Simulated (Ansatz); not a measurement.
Runs of Ansatz 0.2.0 on Br. Symmetry: Cmce, No. 64, orthorhombic system. Conventional cell: a = 6.726 Å, b = 4.645 Å, c = 8.702 Å, α = 90.00°, β = 90.00°, γ = 90.00°. Br (site symmetry m) is surrounded by 1 Br at 2.29 Å. 

```csv
task,level,cell,k mesh,smearing,atoms under strain,gap on the mesh (eV),pressure (GPa),relaxed volume (Å³/atom),largest force (eV/Å)
elastic constants,LDA,as given,5 × 5 × 3,fixed,relaxed,(b),-2.5,-,-
relaxation of cell and atoms,BLYP+D3(BJ),relaxed,7 × 7 × 3,fermi-dirac 0.05 eV,-,1.26,0.0,30.36,-
phonons,LDA,as given,5 × 5 × 3,fixed,-,1.76,-,-,-
single point,PBE,as given,7 × 7 × 3,gaussian 0.03 eV,-,1.90,1.8,-,0.87
relaxation of cell and atoms,BLYP+D4,relaxed,7 × 7 × 3,fermi-dirac 0.05 eV,-,(a),0.0,30.75,-
single point,PBE,as given,7 × 7 × 3,gaussian 0.029 eV,-,1.90,1.8,-,0.87
```

Alike in all rows: potentials or basis Ansatz PAW; no spin polarisation; cutoff (eV) 420.

Question: Fill in the values left out.

Answer: (a) 1.27; (b) 1.46.

Caveats: odd divisions of the mesh miss points on the zone boundary, where band edges often lie, so the gap on the mesh can be too wide; the PAW data sets come from PBE, with cores solved anew for the run's functional, which leaves a small shift of forces and pressure (some runs); the plane-wave basis is chosen anew once the cell has moved, so the energies of steps on either side of that aren't comparable (some runs); the elastic tensor has a negative eigenvalue, so either the cell is unstable as it stands or the mesh is too thin (some runs); the volume moved by -11 % from the deposited cell, more than functionals usually miss (some runs); some modes are imaginary (some runs).

A k mesh can miss the band edges, and the runs leave out spin-orbit coupling on Br.
